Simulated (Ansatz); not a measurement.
Relaxed bulk CoPtO$_{2}$:

Space group R-3m:H (No. 166). a = 2.810 Å, b = 2.810 Å, c = 17.697 Å, α = 90.00°, β = 90.00°, γ = 120.00°
```json
{"atom": "Co", "site": "3b", "symmetry": "-3m", "x": "0.6667", "y": "0.3333", "z": "0.8333"}
{"atom": "Pt", "site": "3a", "symmetry": "-3m", "x": "0.0000", "y": "0.0000", "z": "0.0000"}
{"atom": "O", "site": "6c", "symmetry": "3m", "x": "0.0000", "y": "0.0000", "z": "0.8878"}
```

Miller indices refer to the conventional cell of R-3m (No. 166), a = 2.810 Å, b = 2.810 Å, c = 17.697 Å, α = 90.00°, β = 90.00°, γ = 120.00°.

The (001) slab of 8 planes, 9.8 Å thick with 15 Å of vacuum as cut; outer planes Pt (top) and O (bottom).

Computed with DFT PBEsol, scalar-relativistic, plane waves, PAW (Ansatz). Plane waves to 420 eV, a k mesh through Γ of 12×12×1 on the computed 8-atom cell and Gaussian smearing (0.10 eV); no spin polarisation. The cell repeats along c with a dipole correction in the vacuum.

Results for the relaxed slab:

- Surface energy (mean of both faces): 2.09 J/m²
- Work function: 5.44 eV (top), 7.27 eV (bottom)
- Dipole of the slab along +c, per cell: 0.07 e·Å

Relaxation lowers the energy by 0.103 J/m² a face; the largest move is 0.073 Å.

```tsv
plane (bottom to top)	atoms	spacing to next, bulk (Å)	relaxed (Å)	change (%)
1	O	0.963	0.882	-8.4
2	Co	0.963	1.000	+3.8
3	O	1.986	1.981	-0.2
4	Pt	1.986	1.993	+0.3
5	O	0.963	0.980	+1.7
6	Co	0.963	0.962	-0.2
7	O	1.986	2.059	+3.7
8	Pt
```

Spin-orbit coupling is left out, which matters for the bands of heavy elements. Spin polarisation was left out, and a magnetic state may lie lower.